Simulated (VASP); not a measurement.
VASP 6.6.1 run: SiC

INCAR

```
LWAVE = .FALSE.
METAGGA = R2SCAN
BMIX = 2
SIGMA = 0.01
LREAL = .FALSE.
ISIF = 2
EDIFF = 1E-7
ENCUT = 520
ALGO = Normal
ISMEAR = 0
LCHARG = .FALSE.
NELECT = 7
NELM = 120
IBRION = -1
NSW = 0
NBANDS = 11
PREC = Accurate
LASPH = .TRUE.
```

KPOINTS

```
KPOINTS created by Atomic Simulation Environment
0
Gamma
10 10 10
0 0 0
```

POSCAR

```
Si C
 1.0000000000000000
     0.0000000000000000    2.1562718274999999    2.1562718274999999
     2.1562718274999999    0.0000000000000000    2.1562718274999999
     2.1562718274999999    2.1562718274999999    0.0000000000000000
 Si  C
   1   1
Cartesian
  0.0000000000000000  0.0000000000000000  0.0000000000000000
  1.0781359137500000  1.0781359137500000  1.0781359137500000
```

The recommended PBE PAW datasets give the neutral cell 8 valence electrons.

Command

```
mpirun -np 1 vasp_std
```

Task: Predict the outcome of this run.

Result: It converged. Results: pressure -82.0 GPa.

OSZICAR

```
N       E                     dE             d eps       ncg     rms          rms(c)
DAV:   1    -0.110131826549E+02   -0.11013E+02   -0.31612E+03  1074   0.495E+02
DAV:   2    -0.270570110843E+02   -0.16044E+02   -0.15525E+02  1306   0.994E+01
DAV:   3    -0.275898951783E+02   -0.53288E+00   -0.52368E+00  1270   0.141E+01
DAV:   4    -0.275919892342E+02   -0.20941E-02   -0.20939E-02  1166   0.112E+00
DAV:   5    -0.275919973285E+02   -0.80943E-05   -0.80944E-05  1284   0.670E-02    0.774E+00
DAV:   6    -0.265544136190E+02    0.10376E+01   -0.41657E-01  1137   0.350E+00    0.487E+00
DAV:   7    -0.264754992635E+02    0.78914E-01   -0.10497E+00  1178   0.485E+00    0.939E-01
DAV:   8    -0.264725986228E+02    0.29006E-02   -0.74234E-02  1154   0.139E+00    0.587E-01
DAV:   9    -0.264750182688E+02   -0.24196E-02   -0.38170E-03  1160   0.518E-01    0.232E-01
DAV:  10    -0.264750206531E+02   -0.23843E-05   -0.16094E-03  1220   0.202E-01    0.131E-01
DAV:  11    -0.264750791374E+02   -0.58484E-04   -0.17261E-04  1163   0.910E-02    0.309E-02
DAV:  12    -0.264750768874E+02    0.22500E-05   -0.50338E-06  1247   0.154E-02    0.161E-02
DAV:  13    -0.264750788574E+02   -0.19700E-05   -0.21674E-06  1136   0.110E-02    0.239E-03
DAV:  14    -0.264750789572E+02   -0.99782E-07   -0.47312E-08   822   0.158E-03
   1 F= -.26475079E+02 E0= -.26474958E+02  d E =-.242244E-03
```

The cell is charged and sits in a uniform background.

For comparison, a separate r²SCAN run of the intended cell, on usual settings and not on those above, gives a gap of 1.70 eV on its mesh and a pressure of 7.1 GPa.
